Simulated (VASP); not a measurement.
**InP in VASP: one cell, several levels of theory**

What does VASP give for zincblende InP, under +3.0 % strain along z alone, the cell held fixed? Runs: PBE, r2SCAN. The results are then set beside those of Ansatz 0.2.0 for the same cell.

Code: VASP 6.6.1. PAW datasets, plane waves. Calculated at 0 K for a non-magnetic cell.

### 1 Starting point

The cell comes from an earlier relaxation with r2SCAN in another program, then strained, with the atoms relaxed again.

Space group I-4m2 (No. 119), tetragonal; conventional cell a = 4.177 Å, c = 6.085 Å, 26.54 Å³ an atom. In has 4 P at 2.58 Å; P has 4 In at 2.58 Å.

Coordinates:

```xyz
2
Lattice="0.0000 2.9538 3.0424 2.9538 0.0000 3.0424 2.9538 2.9538 0.0000" Properties=species:S:1:pos:R:3 pbc="T T T"
In    0.0000    0.0000    0.0000
P     1.4769    1.4769    1.5212
```

### 2 Single point with PBE

The input, INCAR:

```
ENCUT = 520.000000
SIGMA = 0.020000
EDIFF = 1.00e-07
GGA = PE
PREC = Accurate
IBRION = -1
ISIF = 2
ISMEAR = -1
NBANDS = 16
NELM = 120
NSW = 0
LASPH = .TRUE.
LCHARG = .TRUE.
LELF = .TRUE.
LWAVE = .FALSE.
LREAL = .FALSE.
```

The input, KPOINTS:

```
KPOINTS created by Atomic Simulation Environment
0
Gamma
8 8 8
0 0 0
```

The input, KPOINTS_OPT:

```
special points
6
Reciprocal
0.0000000000 0.0000000000 0.0000000000 1
-0.5000000000 -0.5000000000 0.0000000000 1
-0.3750000000 -0.3750000000 0.2500000000 1
-0.3750000000 0.0000000000 0.3750000000 1
0.0000000000 0.0000000000 0.5000000000 1
-0.5000000000 -0.2500000000 0.2500000000 1
```

The input, POSCAR:

```
In P
 1.0000000000000000
     0.0000000000000000    2.9537876347999998    3.0424012639000000
     2.9537876347999998    0.0000000000000000    3.0424012639000000
     2.9537876347999998    2.9537876347999998    0.0000000000000000
 In  P
   1   1
Cartesian
  0.0000000000000000  0.0000000000000000  0.0000000000000000
  1.4768938173999999  1.4768938173999999  1.5212006319500000
```

The run uses the recommended PBE PAW datasets (18 valence electrons a neutral cell).

Launch:

```bash
$ mpirun -np 1 vasp_std
```

Printed to the terminal (iteration lines stand in OSZICAR):

```text
POSCAR found type information on POSCAR InP
 POSCAR found :  2 types and       2 ions
 LDA part: xc-table for (Slater+PW92), standard interpolation
 POSCAR, INCAR and KPOINTS ok, starting setup
 FFT: planning ... GRIDC
 FFT: planning ... GRID_SOFT
 FFT: planning ... GRID
 WAVECAR not read
 entering main loop
 Start KPOINTS_OPT (optional k-point list driver)
k-point batch [1-6\6]
```

OSZICAR:

```text
N       E                     dE             d eps       ncg     rms          rms(c)
DAV:   1     0.110787473756E+03    0.11079E+03   -0.83755E+03  1904   0.123E+03
DAV:   2    -0.123671423271E+01   -0.11202E+03   -0.10712E+03  2056   0.294E+02
DAV:   3    -0.859906505085E+01   -0.73624E+01   -0.73267E+01  2504   0.742E+01
DAV:   4    -0.879327356941E+01   -0.19421E+00   -0.19415E+00  2400   0.133E+01
DAV:   5    -0.880272369504E+01   -0.94501E-02   -0.94500E-02  2808   0.251E+00    0.523E+00
DAV:   6    -0.842428043454E+01    0.37844E+00   -0.62078E-01  3016   0.122E+01    0.313E+00
DAV:   7    -0.840042108602E+01    0.23859E-01   -0.14560E-01  2720   0.285E+00    0.121E+00
DAV:   8    -0.840105283325E+01   -0.63175E-03   -0.13665E-02  2360   0.135E+00    0.262E-01
DAV:   9    -0.840170510846E+01   -0.65228E-03   -0.12909E-03  2448   0.399E-01    0.143E-01
DAV:  10    -0.840184532569E+01   -0.14022E-03   -0.20578E-04  2848   0.160E-01    0.910E-02
DAV:  11    -0.840192428429E+01   -0.78959E-04   -0.11416E-04  2328   0.842E-02    0.376E-02
DAV:  12    -0.840192392075E+01    0.36354E-06   -0.69452E-06  2312   0.272E-02    0.110E-02
DAV:  13    -0.840192437345E+01   -0.45270E-06   -0.14505E-06  2520   0.593E-03    0.929E-03
DAV:  14    -0.840192459178E+01   -0.21833E-06   -0.22022E-07  2432   0.462E-03    0.177E-03
DAV:  15    -0.840192461177E+01   -0.19984E-07   -0.96166E-09  1800   0.712E-04
   1 F= -.84019246E+01 E0= -.84019245E+01  d E =-.220276E-06
       N       E                     dE             ncg
DAV:   1     0.216547905981E+04   -0.28172E+04      192
DAV:   2     0.147312890124E+04   -0.69235E+03      200
DAV:   3     0.142626873509E+04   -0.46860E+02      264
DAV:   4     0.142503332238E+04   -0.12354E+01      248
DAV:   5     0.142497205635E+04   -0.61266E-01      280
DAV:   6     0.142496950255E+04   -0.25538E-02      256
DAV:   7     0.142496946737E+04   -0.35180E-04      296
DAV:   8     0.142496946675E+04   -0.62475E-06      232
DAV:   9     0.142496946674E+04   -0.83166E-08      216
```

The lines after F= are the extra pass for the points of KPOINTS_OPT, at fixed density; their E is not a total energy.

From OUTCAR:

```text
k-points           NKPTS =     59   k-points in BZ     NKDIM =     59   number of bands    NBANDS=     16

   NELECT =      18.0000    total number of electrons

   dimension x,y,z NGX =    32 NGY =   32 NGZ =   32
   dimension x,y,z NGXF=    64 NGYF=   64 NGZF=   64

  energy-cutoff  :      520.00
  volume of cell :       53.09
      direct lattice vectors                 reciprocal lattice vectors
     0.000000000  2.953787635  3.042401264    -0.169274187  0.169274187  0.164343871
     2.953787635  0.000000000  3.042401264     0.169274187 -0.169274187  0.164343871
     2.953787635  2.953787635  0.000000000     0.169274187  0.169274187 -0.164343871

 k-points in reciprocal lattice and weights: KPOINTS created by Atomic Simulation Env
   0.00000000  0.00000000  0.00000000       0.002
   0.12500000  0.00000000  0.00000000       0.016
   0.25000000  0.00000000  0.00000000       0.016
   0.37500000  0.00000000  0.00000000       0.016
   0.50000000  0.00000000  0.00000000       0.008
   0.12500000  0.12500000  0.00000000       0.004
   0.25000000  0.12500000  0.00000000       0.016
   0.37500000  0.12500000  0.00000000       0.016
[... 51 more k-points ...]

 E-fermi :   4.8617

 k-point     1 :       0.0000    0.0000    0.0000
  band No.  band energies     occupation
      1      -9.4767      2.00000
      2      -9.4637      2.00000
      3      -9.4637      2.00000
      4      -9.3439      2.00000
      5      -9.3390      2.00000
      6      -6.5400      2.00000
      7       4.5301      2.00000
      8       4.6700      1.99986
      9       4.6700      1.99986
     10       5.0395      0.00028
     11       8.7002      0.00000
     12       8.7002      0.00000
     13       8.7498      0.00000
     14      12.9494      0.00000
     15      13.7593      0.00000
     16      14.2091      0.00000

 k-point     2 :       0.1250    0.0000    0.0000
  band No.  band energies     occupation
      1      -9.4844      2.00000
      2      -9.4645      2.00000
      3      -9.4576      2.00000
      4      -9.3442      2.00000
      5      -9.3384      2.00000
      6      -6.3764      2.00000
      7       3.0687      2.00000
      8       4.4003      2.00000
      9       4.5090      2.00000
     10       6.0652      0.00000
     11       8.7919      0.00000
     12       8.9665      0.00000
     13       9.0146      0.00000
     14      13.1775      0.00000
     15      13.5481      0.00000
     16      13.7567      0.00000

 k-point     3 :       0.2500    0.0000    0.0000
  band No.  band energies     occupation
      1      -9.5175      2.00000
      2      -9.4525      2.00000
      3      -9.4447      2.00000
      4      -9.3431      2.00000
      5      -9.3350      2.00000
      6      -5.9209      2.00000
      7       1.2808      2.00000
      8       4.0409      2.00000
      9       4.1850      2.00000
     10       6.2590      0.00000
     11       9.3203      0.00000
     12       9.4137      0.00000
     13       9.8223      0.00000
     14      13.0623      0.00000
     15      13.2307      0.00000
     16      13.7001      0.00000

 k-point     4 :       0.3750    0.0000    0.0000
  band No.  band energies     occupation
      1      -9.5503      2.00000
      2      -9.4425      2.00000
      3      -9.4349      2.00000
      4      -9.3388      2.00000
      5      -9.3281      2.00000
      6      -5.3196      2.00000
      7      -0.1954      2.00000
      8       3.7453      2.00000
      9       3.9199      2.00000
     10       6.0714      0.00000
     11       9.3878      0.00000
     12       9.5444      0.00000
     13      11.1211      0.00000
     14      13.3924      0.00000
     15      14.0083      0.00000
     16      14.1128      0.00000

 k-point     5 :       0.5000    0.0000    0.0000
  band No.  band energies     occupation
      1      -9.5635      2.00000
      2      -9.4394      2.00000
      3      -9.4319      2.00000
      4      -9.3359      2.00000
      5      -9.3241      2.00000
      6      -4.9858      2.00000
      7      -0.8320      2.00000
      8       3.6355      2.00000
      9       3.8219      2.00000
     10       5.9824      0.00000
     11       9.3452      0.00000
     12       9.5207      0.00000
     13      11.6119      0.00000
     14      13.8530      0.00000
     15      15.0473      0.00000
     16      15.2110      0.00000

 k-point     6 :       0.1250    0.1250    0.0000
  band No.  band energies     occupation
      1      -9.5017      2.00000
      2      -9.4518      2.00000
      3      -9.4518      2.00000
      4      -9.3430      2.00000
      5      -9.3401      2.00000
      6      -6.3296      2.00000
      7       2.9609      2.00000
      8       4.2118      2.00000
      9       4.2118      2.00000
     10       6.5419      0.00000
     11       8.1666      0.00000
     12       9.3862      0.00000
     13       9.3862      0.00000
     14      12.1860      0.00000
     15      14.0446      0.00000
     16      14.3415      0.00000

 k-point     7 :       0.2500    0.1250    0.0000
  band No.  band energies     occupation
      1      -9.5270      2.00000
      2      -9.4428      2.00000
      3      -9.4382      2.00000
      4      -9.3452      2.00000
      5      -9.3367      2.00000
      6      -5.9766      2.00000
      7       1.6640      2.00000
      8       3.7684      2.00000
      9       3.8376      2.00000
     10       7.0490      0.00000
     11       8.2547      0.00000
     12       9.8608      0.00000
     13       9.9883      0.00000
     14      11.9823      0.00000
     15      14.1396      0.00000
     16      14.8569      0.00000

 k-point     8 :       0.3750    0.1250    0.0000
  band No.  band energies     occupation
      1      -9.5527      2.00000
      2      -9.4372      2.00000
      3      -9.4271      2.00000
      4      -9.3410      2.00000
      5      -9.3337      2.00000
      6      -5.4119      2.00000
      7       0.2240      2.00000
      8       3.2409      2.00000
      9       3.6021      2.00000
     10       6.9675      0.00000
     11       8.8575      0.00000
     12      10.1887      0.00000
     13      10.3844      0.00000
     14      13.0587      0.00000
     15      14.4670      0.00000
     16      14.5726      0.00000

[... the tables of k-points 9 to 59 left out ...]

  Total        0.0542525      0.0542525     -0.3734463      0.0000000     -0.0000000     -0.0000000
  in kB        1.6372883      1.6372883    -11.2702553      0.0000000     -0.0000000     -0.0000000
  external PRESSURE =      -2.6652262 kB  Pullay stress =       0.0000000 kB

 POSITION                                       TOTAL-FORCE (eV/Angst)
 -----------------------------------------------------------------------------------
      0.00000      0.00000      0.00000         0.000000     -0.000000     -0.000000
      1.47689      1.47689      1.52120         0.000000      0.000000      0.000000
 -----------------------------------------------------------------------------------
    total drift:                               -0.000000     -0.000000     -0.000000

  FREE ENERGIE OF THE ION-ELECTRON SYSTEM (eV)
  ---------------------------------------------------
  free  energy   TOTEN  =        -8.4019246118 eV

  energy  without entropy=       -8.4019243915  energy(sigma->0) =       -8.40192450
```

Hardware: 1 MPI rank of Intel Xeon Platinum 8488C, shared host.

The levels at the points of KPOINTS_OPT are read from vasprun.xml.

Band energies at the special points (eV, zero at the top of v, the last band that the electrons fill by count):

```csv
point,v−1,v,c,c+1
Γ,0.00,0.00,0.37,4.03
X,-2.08,-2.08,1.91,2.39
U,-3.10,-1.73,2.47,4.38
K,-3.10,-1.89,2.26,4.16
L,-1.03,-0.85,1.31,4.68
W,-2.77,-2.72,4.18,4.29
```

Gap with PBE: 0.37 eV, direct (Γ). The pressure is -0.27 GPa; the forces vanish within 0.01 eV/Å.

The maps below are laid out on this run's own conventional cell (a, b, c = 4.177, 4.177, 6.085 Å).

Density in a lattice plane of the grid's cell (edges 4.18 and 6.08 Å, at 0.000 of the third edge), which holds In and P.

Ten even steps from '0' (-0.26 e/Å³) to '9' (12.00 e/Å³):
```
7521000000000125
2210000000000012
0000000000000000
0000000000000000
0000000000000000
0000000000000000
0000000000000000
0000000000000000
0000000000000000
0000000000000000
0000000000000000
0000000000000000
0000000000000000
0000000000000000
0000000000000000
0000000000000000
0000000000000000
2210000000000012
7521000000000125
9741000000000147
```
Columns run along the first of these edges and rows up along the second, over one cell in 16 and 20 even steps from the bottom left corner. Atoms in the plane (fractional): In at (0.00, 0.00), P at (0.50, 0.25).

ELF in the same plane.

Ten even steps from ' ' (0.01) to '@' (0.88):
```
    ..----::::::::::::::----..  
....----::::..      ..::::----..
------::::..          ..::::----
::::::::..              ..::::::
::......                  ......
....                          ..
                                
                                
            ....::....          
        ..::--==++==--::..      
      ..--++**######**++--..    
    ..--++##%%%%@@%%%%##++--..  
    ::++##%%%%%%%%%%%%%%##++::  
....--**%%%%##++==++##%%%%**--..
::::==##@@@@##--..--##@@@@##==::
::::--**@@@@@@**==**@@@@@@**--::
------==##@@@@%%%%%%@@@@##==----
....----==%%@@@@@@@@@@%%==----..
    ..----++##########++----..  
..    ::----==++++++==----::    
```
Columns run along the first of these edges and rows up along the second, over one cell in 16 and 20 even steps from the bottom left corner. Atoms in the plane (fractional): In at (0.00, 0.00), P at (0.50, 0.25).

Both are smooth fields of the valence electrons: close to the nuclei they are not physical.

Outside the cores ELF peaks at 0.90 on the P–In line, 0.9 Å from P.

[end of part 1 of 2]
